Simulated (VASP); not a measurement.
# V (Im-3m) in VASP: further runs

The runs below take V through density of states, equation of state, with rev-vdW-DF2+U, PBEsol.

Program: VASP 6.6.1. These are calculated values, not measurements. Logs are shortened: lines on timing, memory, paths and dates and some standing lists are left out, and cuts for length are marked.

### 1 The crystal as given

It takes space group Im-3m (No. 229, cubic). The conventional cell has a = 3.029 Å, b = 3.029 Å, c = 3.029 Å, α = 90.00°, β = 90.00°, γ = 90.00°. Around V (site symmetry m-3m) lie 8 V at 2.62 Å.

### 2 Density of states, rev-vdW-DF2+U, collinear spin, ferromagnetic start

File POSCAR:

```
V
1.0
   -1.5143500000      1.5143500000      1.5143500000
    1.5143500000     -1.5143500000      1.5143500000
    1.5143500000      1.5143500000     -1.5143500000
V
1
Direct
    0.0000000000      0.0000000000      0.0000000000
```

File INCAR.step1:

```
AGGAC = 0.0 ; ALGO = Fast
EDIFF = 1E-6 ; ENCUT = 520
GGA = MK ; ISIF = 2
ISMEAR = 1 ; ISPIN = 2
LASPH = True ; LCHARG = True
LDAU = True ; LDAUJ = 0.9
LDAUL = 2 ; LDAUPRINT = 1
LDAUTYPE = 1 ; LDAUU = 4
LMAXMIX = 4 ; LREAL = False
LUSE_VDW = True ; LWAVE = False
MAGMOM = 2 ; NBANDS = 16
NELM = 120 ; PARAM1 = 0.1234
PARAM2 = 0.711357 ; PREC = Accurate
SIGMA = 0.2 ; ZAB_VDW = -1.8867
```

File KPOINTS.step1:

```
k-points
0
Gamma
  12 12 12
```

File INCAR.step2:

```
AGGAC = 0.0 ; ALGO = Fast
EDIFF = 1E-6 ; ENCUT = 520
GGA = MK ; ICHARG = 11
ISIF = 2 ; ISMEAR = -5
ISPIN = 2 ; LASPH = True
LCHARG = False ; LDAU = True
LDAUJ = 0.9 ; LDAUL = 2
LDAUPRINT = 1 ; LDAUTYPE = 1
LDAUU = 4 ; LMAXMIX = 4
LORBIT = 10 ; LREAL = False
LUSE_VDW = True ; LWAVE = False
MAGMOM = 2 ; NBANDS = 16
NEDOS = 2001 ; NELM = 120
PARAM1 = 0.1234 ; PARAM2 = 0.711357
PREC = Accurate ; SIGMA = 0.2
ZAB_VDW = -1.8867
```

File KPOINTS.step2:

```
k-points
0
Gamma
  18 18 18
```

Potentials or basis: VASP PAW PBE potentials, release 64 (V_sv).

On the command line:

```
$ cat potpaw_PBE.64/V_sv/POTCAR > POTCAR
$ cp INCAR.step1 INCAR
$ cp KPOINTS.step1 KPOINTS
$ mpirun -np 1 vasp_std > vasp.out
$ cp INCAR.step2 INCAR
$ cp KPOINTS.step2 KPOINTS
$ mpirun -np 1 vasp_std > vasp.out
```

OUTCAR:

```text
EDIFF = 1E-6
   ENCUT = 520
   GGA = MK
   ICHARG = 11
   ISIF = 2
   ISMEAR = -5
   ISPIN = 2
   LASPH = True
   LORBIT = 10
   LREAL = False
   NELM = 120
   PREC = Accurate

 ion  position               nearest neighbor table
   1  0.000  0.000  0.000-

  LATTYP: Found a body centered cubic cell.
 ALAT       =     3.0287000000

  Lattice vectors:

 A1 = (  -1.5143500000,   1.5143500000,   1.5143500000)
 A2 = (   1.5143500000,  -1.5143500000,   1.5143500000)
 A3 = (   1.5143500000,   1.5143500000,  -1.5143500000)

Analysis of symmetry for initial positions (statically):
=====================================================================
 Subroutine PRICEL returns:
 Original cell was already a primitive cell.

 Routine SETGRP: Setting up the symmetry group for a
 body centered cubic supercell.

 Subroutine GETGRP returns: Found 48 space group operations
 (whereof 48 operations were pure point group operations)
 out of a pool of 48 trial point group operations.

The static configuration has the point symmetry O_h .

Analysis of symmetry for dynamics (positions and initial velocities):
=====================================================================
 Subroutine PRICEL returns:
 Original cell was already a primitive cell.

 Routine SETGRP: Setting up the symmetry group for a
 body centered cubic supercell.

 Subroutine GETGRP returns: Found 48 space group operations
 (whereof 48 operations were pure point group operations)
 out of a pool of 48 trial point group operations.

The dynamic configuration has the point symmetry O_h .

Analysis of structural, dynamic, and magnetic symmetry:
=====================================================================
 Subroutine PRICEL returns:
 Original cell was already a primitive cell.

 Routine SETGRP: Setting up the symmetry group for a
 body centered cubic supercell.

 Subroutine GETGRP returns: Found 48 space group operations
 (whereof 48 operations were pure point group operations)
 out of a pool of 48 trial point group operations.

The overall configuration has the point symmetry O_h .

 Subroutine INISYM returns: Found 48 space group operations
 (whereof 48 operations are pure point group operations),
 and found     1 'primitive' translations

----------------------------------------------------------------------------------------

                                     Primitive cell

  volume of cell :      13.8912

  direct lattice vectors                    reciprocal lattice vectors
    -1.514350000  1.514350000  1.514350000     0.000000000  0.330174662  0.330174662
     1.514350000 -1.514350000  1.514350000     0.330174662  0.000000000  0.330174662
     1.514350000  1.514350000 -1.514350000     0.330174662  0.330174662  0.000000000

  length of vectors
     2.622931140  2.622931140  2.622931140     0.466937486  0.466937486  0.466937486

  position of ions in fractional coordinates (direct lattice)
     0.000000000  0.000000000  0.000000000

  ion indices of the primitive-cell ions
   primitive index   ion index
                 1           1

----------------------------------------------------------------------------------------

 KPOINTS: k-points

Automatic generation of k-mesh.
 Grid dimensions read from file:
 generate k-points for:   18   18   18

 Generating k-lattice:

  Cartesian coordinates                     Fractional coordinates (reciprocal lattice)
[... 68 lines left out ...]
   ISIF   =      2    stress and relaxation
   ISYM   =      2    0-nonsym 1-usesym 2-fastsym
   POTIM  = 0.5000    time-step for ionic-motion
   TEBEG  =    0.0;   TEEND  =   0.0 temperature during run
   PSTRESS=    0.0 pullay stress
   NELECT =      13.0000    total number of electrons
   NUPDOWN=      -1.0000    fix difference up-down
   EMIN   =  10.00;   EMAX   =-10.00  energy-range for DOS
   EFERMI =   0.00;   METHOD = LEGACY
   ISMEAR =    -5;   SIGMA  =   0.20  broadening in eV -4-tet -1-fermi 0-gaus
   EFERMI_NEDOS =   21; number of points for ismear=-14 and -15
   IALGO  =     68    algorithm
   IMIX   =      4    mixing-type and parameters
     AMIX     =   0.40;   BMIX     =  1.00
     AMIX_MAG =   1.60;   BMIX_MAG =  1.00
  volume/ion in A,a.u.               =      13.89        93.74
  Fermi-wavevector in a.u.,A,eV,Ry     =   1.601313  3.026044 34.888125  2.564205
  Thomas-Fermi vector in A             =   2.698311
   LORBIT       =     10    0 simple, 1 ext, 2 COOP (PROOUT), +10 PAW based schemes
 LDA+U is selected, type is set to LDAUTYPE =  1
   angular momentum for each species LDAUL =     2
   U (eV)           for each species LDAUU =   4.0
   J (eV)           for each species LDAUJ =   0.9
   GGA     = MK    functional components
   LHFCALC =     F    Hartree Fock is set to
   AEXX    =    0.0000 exact exchange contribution
   IVDW_NL    =     1    kernel type
   BPARAM     = 6.3000
   IVDW    =     0    specifies the selected vdW correction
   LEPSILON=     F    determine dielectric tensor
   LRPA    =     F    only Hartree local field effects (RPA)
 spin polarized calculation
 RMM-DIIS sequential band-by-band and
 Fermi weights with tetrahedron method with Bloechl corrections
  energy-cutoff  :      520.00
  volume of cell :       13.89
 maximum number of plane-waves:       384

atom =   1  type =  1  l = 2

 onsite density matrix

spin component  1

  0.5015  0.0000  0.0000 -0.0000  0.0000
  0.0000  0.5015 -0.0000 -0.0000 -0.0000
  0.0000 -0.0000  0.1979  0.0000 -0.0000
 -0.0000 -0.0000  0.0000  0.5015  0.0000
  0.0000 -0.0000 -0.0000  0.0000  0.1979

spin component  2

  0.1900  0.0000  0.0000 -0.0000  0.0000
  0.0000  0.1900  0.0000 -0.0000 -0.0000
  0.0000  0.0000  0.2748  0.0000 -0.0000
 -0.0000 -0.0000  0.0000  0.1900  0.0000
  0.0000 -0.0000 -0.0000  0.0000  0.2748

 occupancies and eigenvectors

  o =  0.1900  v =  0.0000  0.0000  0.0000  0.0000  0.0000  1.0000  0.0000  0.0000  0.0000  0.0000      0.0000  0.0000  0.0000  0.0000  0.0000  0.0000  0.0000  0.0000  0.0000  0.0000
  o =  0.1900  v =  0.0000  0.0000  0.0000  0.0000  0.0000  0.0000 -0.0467  0.0000 -0.9989 -0.0000      0.0000  0.0000  0.0000  0.0000  0.0000  0.0000  0.0000  0.0000  0.0000  0.0000
  o =  0.1900  v =  0.0000  0.0000  0.0000  0.0000  0.0000  0.0000 -0.9989  0.0000  0.0467 -0.0000      0.0000  0.0000  0.0000  0.0000  0.0000  0.0000  0.0000  0.0000  0.0000  0.0000
  o =  0.1979  v =  0.0000 -0.0000 -1.0000 -0.0000 -0.0000  0.0000  0.0000  0.0000  0.0000  0.0000      0.0000  0.0000  0.0000  0.0000  0.0000  0.0000  0.0000  0.0000  0.0000  0.0000
  o =  0.1979  v =  0.0000 -0.0000 -0.0000 -0.0000  1.0000  0.0000  0.0000  0.0000  0.0000  0.0000      0.0000  0.0000  0.0000  0.0000  0.0000  0.0000  0.0000  0.0000  0.0000  0.0000
  o =  0.2748  v =  0.0000  0.0000  0.0000  0.0000  0.0000  0.0000  0.0000  1.0000  0.0000 -0.0000      0.0000  0.0000  0.0000  0.0000  0.0000  0.0000  0.0000  0.0000  0.0000  0.0000
  o =  0.2748  v =  0.0000  0.0000  0.0000  0.0000  0.0000  0.0000  0.0000 -0.0000  0.0000 -1.0000      0.0000  0.0000  0.0000  0.0000  0.0000  0.0000  0.0000  0.0000  0.0000  0.0000
  o =  0.5015  v =  1.0000  0.0000  0.0000  0.0000  0.0000  0.0000  0.0000  0.0000  0.0000  0.0000      0.0000  0.0000  0.0000  0.0000  0.0000  0.0000  0.0000  0.0000  0.0000  0.0000
  o =  0.5015  v =  0.0000 -0.8012 -0.0000  0.5984  0.0000  0.0000  0.0000  0.0000  0.0000  0.0000      0.0000  0.0000  0.0000  0.0000  0.0000  0.0000  0.0000  0.0000  0.0000  0.0000
  o =  0.5015  v =  0.0000 -0.5984  0.0000 -0.8012 -0.0000  0.0000  0.0000  0.0000  0.0000  0.0000      0.0000  0.0000  0.0000  0.0000  0.0000  0.0000  0.0000  0.0000  0.0000  0.0000

 BZINTS: Fermi energy:   15.676825;   13.000000 electrons
         Band energy:-0.136971E+03;  BLOECHL correction:   -0.226512

 number of electron      12.9999996 magnetization       0.9196757

 Free energy of the ion-electron system (eV)
  ---------------------------------------------------
  ext. energy  EPLUGINS =         0.00000000
  ---------------------------------------------------
  free energy    TOTEN  =        98.93875853 eV

  energy without entropy =       98.93875853  energy(sigma->0) =       98.93875853

 number of electron      12.9999996 magnetization       0.9196757

 Free energy of the ion-electron system (eV)
  ---------------------------------------------------
  ext. energy  EPLUGINS =         0.00000000
  ---------------------------------------------------
  free energy    TOTEN  =        -3.09672147 eV

  energy without entropy =       -3.09672147  energy(sigma->0) =       -3.09672147

 E-fermi :   9.7862     XC(G=0): -12.8416

 val. band max:        9.8538651054   @ k =  -0.4444   0.5000   0.0556
 cond. band min:       9.7174624936   @ k =  -0.4444  -0.4444   0.0556
 fundamental gap:     -0.1364026118
 Fermi energy:         9.7862173927

 spin component 1

 k-point     1 :       0.0000    0.0000    0.0000
  band No.  band energies     occupation
      1     -54.8237      1.00000
      2     -28.2864      1.00000
      3     -28.2864      1.00000
      4     -28.2864      1.00000
      5       2.5219      1.00000
      6       8.8868      1.00000
[... 895 lines left out ...]
      5       7.1727      1.00000
      6       9.5238      1.00000
[... 8 lines left out ...]
     15      37.1297      0.00000
     16      37.7903      0.00000

 [... further k-points ...]

------------------------ aborting loop because EDIFF is reached ----------------------------------------

  FORCE on cell =-STRESS in cart. coord.  units (eV):
  Direction    XX          YY          ZZ          XY          YZ          ZX
  --------------------------------------------------------------------------------------
  -------------------------------------------------------------------------------------
  Total        0.1530355      0.1530355      0.1530355     -0.0000000      0.0000000     -0.0000000
  in kB       17.6507804     17.6507804     17.6507804     -0.0000000      0.0000000     -0.0000000
  external PRESSURE =      17.6507804 kB  Pullay stress =       0.0000000 kB

 VOLUME and BASIS-vectors are now :
 -----------------------------------------------------------------------------
  energy-cutoff  :      520.00
  volume of cell :       13.89
      direct lattice vectors                 reciprocal lattice vectors
    -1.514350000  1.514350000  1.514350000     0.000000000  0.330174662  0.330174662
     1.514350000 -1.514350000  1.514350000     0.330174662  0.000000000  0.330174662
     1.514350000  1.514350000 -1.514350000     0.330174662  0.330174662  0.000000000

 POSITION                                       TOTAL-FORCE (eV/Angst)
 -----------------------------------------------------------------------------------
      0.00000      0.00000      0.00000        -0.000000      0.000000     -0.000000
 -----------------------------------------------------------------------------------
    total drift:                                0.000000      0.000000      0.000000

  FREE ENERGIE OF THE ION-ELECTRON SYSTEM (eV)
  ---------------------------------------------------
  free  energy   TOTEN  =        -3.0967214747 eV

  energy  without entropy=       -3.0967214747  energy(sigma->0) =       -3.09672147

Total vdW correction in eV:      1.8942077

 total charge

# of ion       s       p       d       tot
------------------------------------------
    1        2.346   6.247   2.980  11.573

 magnetization (x)

# of ion       s       p       d       tot
------------------------------------------
    1        0.006   0.043   0.765   0.814
```

Wall time 60 s (1 thread of Intel Xeon Platinum 8488C (Sapphire Rapids), shared host); peak memory 0.28 GiB.

Results:

```yaml
Net_moment: 0.92 μB per cell
Site_moments: V +0.81 μB
Valence_electrons_inside_the_program's_atomic_spheres: V 11.57
```

States per cell in windows of 1 eV (zero at the Fermi level; states under -8 eV left out):
```
from (eV)    up  down  V1_d_up  V1_d_down  V1_p_up  V1_p_down  V1_s_down  V1_s_up
     -8.0  0.00  0.00     0.00       0.00     0.00       0.00       0.00     0.00
     -7.0  0.03  0.02     0.00       0.00     0.00       0.00       0.01     0.02
     -6.0  0.06  0.05     0.00       0.00     0.00       0.00       0.02     0.02
     -5.0  0.13  0.08     0.02       0.00     0.01       0.01       0.03     0.04
     -4.0  0.38  0.14     0.18       0.03     0.02       0.01       0.04     0.06
     -3.0  0.76  0.58     0.53       0.30     0.03       0.03       0.06     0.03
     -2.0  1.10  0.35     0.82       0.21     0.06       0.02       0.01     0.01
     -1.0  0.49  0.80     0.32       0.56     0.05       0.06       0.00     0.01
      0.0  0.37  0.77     0.31       0.57     0.01       0.05       0.01     0.00
      1.0  0.72  0.34     0.66       0.29     0.01       0.01       0.00     0.00
      2.0  1.20  1.55     1.13       1.42     0.01       0.02       0.01     0.00
      3.0  0.29  0.50     0.23       0.43     0.02       0.02       0.01     0.01
      4.0  0.18  0.35     0.11       0.31     0.03       0.02       0.01     0.01
      5.0  0.14  0.21     0.08       0.15     0.03       0.02       0.01     0.01
      6.0  0.10  0.15     0.04       0.09     0.03       0.03       0.01     0.01
      7.0  0.06  0.11     0.02       0.05     0.02       0.03       0.00     0.00
```

Eigenvalues of the final occupation matrices:
```csv
site,spin,trace,eigenvalues
site 1 d,1,1.90,0.20 0.20 0.50 0.50 0.50
site 1 d,2,1.12,0.19 0.19 0.19 0.27 0.27
```

Caveat: the PAW data sets were made with another functional, which shifts forces and pressure a little; the U is typed as a test and isn't derived for this compound; tetrahedron occupations give inexact forces and stress in metals. The state reached can hang on the start; a lower one may exist.

(Part 1 of 2 ends here.)
